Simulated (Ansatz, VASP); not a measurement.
# AlGaP2 (generalised stacking fault on (111) (glide set) of a GaP-AlP solid solution): VASP beside Ansatz, part 2 of 2

Wanted: the spread between two codes on one cell, functional and k mesh. The cell is taken from a series of runs on this material, whose earlier steps may have relaxed, scaled, displaced or heated it; both programs get it as it stands.

VASP 6.6.1 and Ansatz 0.2.0.

So far: The starting structure; Ansatz: single point, revPBE.

## 3. VASP: single point, revPBE

Level of this step: revPBE; plane waves and PAW (Al, P, Ga_d) (VASP).

The same cell, functional, mesh and smearing now go to VASP, with its own data sets.

Lines of VASP's logs that name or quote its potential files are left out, and so is its time.

The input, INCAR:

```
SYSTEM = AlGaP2
PREC = Accurate
ENCUT = 500
EDIFF = 1E-06
NELM = 120
ISMEAR = -1
SIGMA = 0.05
LREAL = Auto
ALGO = Normal
GGA = RE
NBANDS = 288
LORBIT = 11
LWAVE = .FALSE.
LCHARG = .FALSE.
ISIF = 2
LASPH = .TRUE.
GGA_COMPAT = .FALSE.
EFERMI = MIDGAP
KPAR = 2
```

The input, POSCAR:

```
AlGaP2
1.0
    6.6833100000      0.0000000000      0.0000000000
    0.0000000000     11.5758300000      0.0000000000
    0.5569200000      0.0000000000     19.1032600000
Al P Ga
18 36 18
Direct
    0.4576000000      0.1668900000      0.0158500000
    0.2921300000      0.0002100000      0.1823800000
    0.4578100000      0.4995400000      0.0157900000
    0.9580700000      0.3330900000      0.0155000000
    0.6246400000      0.3331700000      0.3492700000
    0.7903100000      0.1665200000      0.6823400000
    0.2907000000      0.9997200000      0.6826000000
    0.7919500000      0.8333600000      0.1823200000
    0.2920100000      0.6662700000      0.1824200000
    0.6248500000      0.6669500000      0.3491100000
    0.4580300000      0.4999500000      0.5156900000
    0.7904100000      0.4997800000      0.6823200000
    0.9573600000      0.3334700000      0.5159000000
    0.2907600000      0.3335900000      0.6825200000
    0.1243600000      0.1664900000      0.8491300000
    0.1250800000      0.8330500000      0.3488000000
    0.4576100000      0.8328900000      0.5159100000
    0.1242000000      0.8334900000      0.8492800000
    0.4601800000      0.1665600000      0.1400700000
    0.7927600000      0.1666500000      0.3071000000
    0.9610000000      0.9998400000      0.1403400000
    0.2932000000      0.9998100000      0.3066500000
    0.6255000000      0.9997900000      0.4739900000
    0.4601700000      0.4999300000      0.1400200000
    0.7919100000      0.5000000000      0.3073300000
    0.9606700000      0.3332600000      0.1397400000
    0.2942200000      0.3331700000      0.3070600000
    0.6268600000      0.3331800000      0.4735500000
    0.1253800000      0.1667700000      0.4738500000
    0.4587400000      0.1666100000      0.6408600000
    0.7942900000      0.1664100000      0.8065100000
    0.9596200000      0.9999800000      0.6405600000
    0.2921200000      0.9999100000      0.8069700000
    0.6257200000      0.0001200000      0.9740300000
    0.4602400000      0.8332200000      0.1408400000
    0.7942300000      0.8332400000      0.3066800000
    0.9608600000      0.6666300000      0.1405100000
    0.2942600000      0.6664300000      0.3066700000
    0.6256800000      0.6665700000      0.4735000000
    0.1268600000      0.4998700000      0.4738800000
    0.4599000000      0.4998600000      0.6400100000
    0.7931200000      0.5000300000      0.8064600000
    0.9594500000      0.3331500000      0.6403700000
    0.2926400000      0.3330800000      0.8068200000
    0.6265900000      0.3331600000      0.9737700000
    0.1274100000      0.1667500000      0.9733000000
    0.1279200000      0.8332700000      0.4730200000
    0.4588800000      0.8333300000      0.6401600000
    0.7935800000      0.8332900000      0.8071400000
    0.9586800000      0.6665500000      0.6406000000
    0.2919700000      0.6667700000      0.8073300000
    0.6258800000      0.6662500000      0.9739600000
    0.1269800000      0.4998000000      0.9738200000
    0.1267500000      0.8332100000      0.9734200000
    0.7914200000      0.1666300000      0.1825800000
    0.9575700000      0.9999700000      0.0159100000
    0.6241300000      0.9999900000      0.3494300000
    0.7913300000      0.4997000000      0.1826700000
    0.2909100000      0.3332600000      0.1827300000
    0.1241400000      0.1663300000      0.3493100000
    0.4565000000      0.1665100000      0.5161700000
    0.9571100000      0.9996900000      0.5159300000
    0.6240500000      0.9999300000      0.8495000000
    0.4574100000      0.8331100000      0.0162200000
    0.9575000000      0.6666200000      0.0160500000
    0.1239400000      0.4999000000      0.3492900000
    0.6242000000      0.3332100000      0.8490800000
    0.7896500000      0.8332800000      0.6827700000
    0.9574400000      0.6669100000      0.5159800000
    0.2900300000      0.6665500000      0.6828500000
    0.6238100000      0.6665600000      0.8494200000
    0.1235100000      0.4998700000      0.8493700000
```

The input, KPOINTS:

```
Automatic mesh
0
Gamma
2 1 1
0 0 0
```

Potentials, in the order of the species: Al, P and Ga_d (PBE family, release 64).

The run is started by

```
$ mpirun -np 8 vasp_std
```

Numbers of over 12 decimals in the logs are rounded to 6 here.

Output:

```text
[banner, memory and clock lines left out]
running    8 mpi-ranks, on    1 nodes
[...]
|                                                                             |
|           W    W    AA    RRRRR   N    N  II  N    N   GGGG   !!!           |
|           W    W   A  A   R    R  NN   N  II  NN   N  G    G  !!!           |
|           W    W  A    A  R    R  N N  N  II  N N  N  G       !!!           |
|           W WW W  AAAAAA  RRRRR   N  N N  II  N  N N  G  GGG   !            |
|           WW  WW  A    A  R   R   N   NN  II  N   NN  G    G                |
|           W    W  A    A  R    R  N    N  II  N    N   GGGG   !!!           |
|                                                                             |
|     For optimal performance we recommend to set                             |
|       NCORE = 2 up to number-of-cores-per-socket                            |
|     NCORE specifies how many cores store one orbital (NPAR=cpu/NCORE).      |
|     This setting can greatly improve the performance of VASP for DFT.       |
[...]
|                                                                             |
|     You enforced a specific xc type in the INCAR file but a different       |
|     [... a line on the potential file left out ...]
|     I HOPE YOU KNOW WHAT YOU ARE DOING!                                     |
|                                                                             |

 LDA part: xc-table for (Slater+PW92), standard interpolation
 POSCAR, INCAR and KPOINTS ok, starting setup
[...]
entering main loop
       N       E                     dE             d eps       ncg     rms          rms(c)
DAV:   1     0.504184431105E+04    0.50418E+04   -0.16915E+05  1152   0.188E+03
DAV:   2     0.845856944269E+03   -0.41960E+04   -0.40566E+04  1224   0.517E+02
DAV:   3    -0.211833452584E+03   -0.10577E+04   -0.96672E+03  1480   0.197E+02
DAV:   4    -0.330608681444E+03   -0.11878E+03   -0.11624E+03  1464   0.610E+01
[...]
DAV:  17    -0.328961522533E+03   -0.30840E-05   -0.22481E-05  1320   0.151E-02    0.638E-03
DAV:  18    -0.328961523634E+03   -0.11011E-05   -0.64174E-06   928   0.145E-02    0.344E-03
DAV:  19    -0.328961524034E+03   -0.39959E-06   -0.44171E-06  1152   0.255E-02
   1 F= -.32896152E+03 E0= -.32896152E+03  d E =-.745545E-06
```

Parts of OUTCAR (step 3):

```text
 POSITION                                       TOTAL-FORCE (eV/Angst)
 -----------------------------------------------------------------------------------
      3.06711      1.93189      0.30279         0.004762      0.002547     -0.005952
      2.05397      0.00243      3.48405        -0.008548      0.001101      0.000986
      3.06848      5.78259      0.30164         0.005915     -0.003046     -0.005495
      6.41171      3.85579      0.29610         0.002923      0.003878     -0.007361
      4.36918      3.85672      6.67220        -0.005114     -0.002981      0.011168
      5.66190      1.92761     13.03492         0.008092     -0.001625     -0.004895
      2.32299     11.57259     13.03989        -0.004054     -0.005811     -0.002679
      5.39439      9.64683      3.48291        -0.003437      0.000459      0.003976
      2.05319      7.71263      3.48482        -0.006467     -0.001834      0.001859
      4.37049      7.72050      6.66914        -0.008170      0.004690      0.008373
      3.34835      5.78734      9.85136         0.001545      0.001260      0.000563
      5.66255      5.78537     13.03454         0.002888     -0.001868     -0.007402
      6.68565      3.86019      9.85537        -0.002614     -0.001891      0.004790
      2.32335      3.86158     13.03836        -0.002556      0.006333     -0.006117
[...]
-----------------------------------------------------------------------------------
    total drift:                               -0.056535     -0.017756     -0.042433

  FREE ENERGIE OF THE ION-ELECTRON SYSTEM (eV)
  ---------------------------------------------------
  free  energy   TOTEN  =      -328.9615240336 eV

  energy  without entropy=     -328.9615232881  energy(sigma->0) =     -328.96152366
```

The run ends at a pressure of 2.81 GPa, with forces up to 0.022 eV/Å.

## 4. Side by side

Known differences besides the potentials themselves: the cutoff is 420 eV in Ansatz and 500 eV in VASP (PREC = Accurate, projectors in real space); Ansatz makes its cores anew for this functional, VASP keeps those of its PBE data sets. Total energies have different zeros and are not compared.

Compared:

| quantity | Ansatz | VASP | difference |
| --- | --- | --- | --- |
| pressure (GPa) | 2.97 | 2.81 | +0.16 |
| gap on the k mesh (eV) | 1.492 | 1.489 | +0.004 |

At this near-relaxed geometry the largest component of a force difference is 12 meV/Å. A gap on the mesh is an upper bound, since the band edges may lie between its points.

## 5. Outcome

| Item | Value |
| --- | --- |
| difference in gap on the k mesh (single point, revPBE) | 0.0038 eV |

**Reading.** The difference in gap on the k mesh is 0.0038 eV (single point, revPBE), within the 0.08 eV picked in this series as the mark of a large difference. Such differences can come from data sets, numerical settings and the points named under the comparisons, not from the functional's error against experiment.

[Lines on the potential files, build, host, timing and source positions are cut from VASP's logs without a mark.]

[Logs are printed without paths, hosts, clocks, repeated set-up lines and the standing remarks that a program may print on its own settings, such as how far it seeks lower states.]

[Hosts, paths, dates, database ids (printed as entryN), source tags and the programs' standing remarks are cut or masked in the printed files.]
